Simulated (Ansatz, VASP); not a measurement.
# HfH8 in VASP and in Ansatz

Contents of INCAR:

```
SYSTEM = HfH8
PREC = Accurate
ENCUT = 600
EDIFF = 1E-6
ISMEAR = 0
SIGMA = 0.1
LREAL = .False.
LASPH = .True.
NELM = 80
ALGO = Normal
ISIF = 3
LWAVE = .False.
LCHARG = .False.
GGA = PE
IBRION = 2
NSW = 90
EDIFFG = -0.04
```

Contents of KPOINTS:

```
Automatic mesh
0
Gamma
  4 4 4
  0 0 0
```

Contents of POSCAR:

```
HfH8
1.0
    0.0000000000      3.3331832600      3.3331832600
    3.3331832600      0.0000000000      3.3331832600
    3.3331832600      3.3331832600      0.0000000000
Hf H
1 8
Direct
    0.2500000000      0.2500000000      0.2500000000
    0.8493740900      0.1506259100      0.1506259100
    0.1506259100      0.8493740900      0.8493740900
    0.1506259100      0.8493740900      0.1506259100
    0.8493740900      0.1506259100      0.8493740900
    0.1506259100      0.1506259100      0.8493740900
    0.8493740900      0.8493740900      0.1506259100
    0.7500000000      0.7500000000      0.7500000000
    0.5000000000      0.5000000000      0.5000000000
```

Input for Ansatz:

```yaml
crystal:
  lattice:
    - [0.0, 3.33318326, 3.33318326]
    - [3.33318326, 0.0, 3.33318326]
    - [3.33318326, 3.33318326, 0.0]
  atoms:
    - { symbol: Hf, position: [0.25, 0.25, 0.25] }
    - { symbol: H, position: [0.84937409, 0.15062591, 0.15062591] }
    - { symbol: H, position: [0.15062591, 0.84937409, 0.84937409] }
    - { symbol: H, position: [0.15062591, 0.84937409, 0.15062591] }
    - { symbol: H, position: [0.84937409, 0.15062591, 0.84937409] }
    - { symbol: H, position: [0.15062591, 0.15062591, 0.84937409] }
    - { symbol: H, position: [0.84937409, 0.84937409, 0.15062591] }
    - { symbol: H, position: [0.75, 0.75, 0.75] }
    - { symbol: H, position: [0.5, 0.5, 0.5] }
basis:
  ecutwfc: 420
kpoints:
  mp_grid: { grid: [4, 4, 4] }
hamiltonian:
  xc: pbe
scf:
  occupations: { method: gaussian, width: 0.1 }
  lower_state_search: "off"
output:
  forces: true
  stress: true
  eigenvalues: true
relax:
  adjacent_minimum: "off"
  f_tol: 0.04
  max_steps: 70
  cell: { stress_tol: 0.4 }
```

Alike in both runs: task relaxation of cell and atoms; functional PBE; k mesh 4 × 4 × 4; occupations gaussian, width 0.1 eV; no spin polarisation.

|  | VASP | Ansatz |
| --- | --- | --- |
| version | VASP 6.6.1 | Ansatz 0.2.0 |
| potentials or method | VASP PAW PBE potentials, release 64 (Hf_pv, H) | scalar-relativistic, plane waves, PAW |
| plane-wave cutoff (eV) | 600 | 420 |
| valence electrons in the cell | 18 | 34 |

Ansatz gave:

- gap on the k mesh at the Fermi level, each at its own relaxed structure (eV): none
- relaxed volume (Å³/atom): 5.40
- relaxed cell length with the largest relative difference (Å): 4.096
- energy change over the relaxation (meV/atom): -364

**Question.** Which values does VASP return?

**Answer.** gap on the k mesh at the Fermi level, each at its own relaxed structure (eV): none; relaxed volume (Å³/atom): 5.35; relaxed cell length with the largest relative difference (Å): 4.085; energy change over the relaxation (meV/atom): -371.

A gap of «none» marks a metal or a gap that the smearing closes. The two sets of potentials don't hold the same shells in valence.

Caveats: the k mesh is coarse (spacing up to 0.41 Å⁻¹), so the values aren't converged; the volume moved by over 15 % at a fixed basis, so the end points are rough (VASP). The runs have no spin-orbit coupling, so splittings on Hf are missing.
